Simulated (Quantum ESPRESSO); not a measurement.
# Cu2O: dielectric tensor and Born charges under several settings

```xyz
6
Lattice="4.2600 0.0000 0.0000 0.0000 4.2600 0.0000 0.0000 0.0000 4.2600" Properties=species:S:1:pos:R:3 pbc="T T T"
Cu    1.0650    1.0650    1.0650
Cu    1.0650    3.1950    3.1950
Cu    3.1950    3.1950    1.0650
Cu    3.1950    1.0650    3.1950
O     0.0000    0.0000    0.0000
O     2.1300    2.1300    2.1300
```

All runs used Quantum ESPRESSO 7.5; relaxed cell; no spin polarisation; occupations smeared at first, fixed for the response.

```csv
level,potentials,k mesh (s: shifted),cutoff (eV),volume (Å³/atom),sum of the Born charges (e)
PBE,Ansatz NC SR PBE,4 × 4 × 4,1252,13.26,-0.20
PBE,GBRV 1.5 PBE,6 × 6 × 6,762,?,?
```

Problem. What stands in the row left open?

Solution. Volume 13.25 Å³/atom; sum of the Born charges -0.14 e.

Caveats: on a mesh that holds Γ this program's dielectric tensor can be off by some percent beyond the error of the mesh.

For the row left open. Caveat: the mesh is thin for the dielectric tensor, Born charges and intensities, which usually come out too large; on a mesh that holds Γ this program's dielectric tensor can be off by some percent beyond the error of the mesh; the Born charges break their sum rule by 0.14 e, a sign of too thin a mesh.
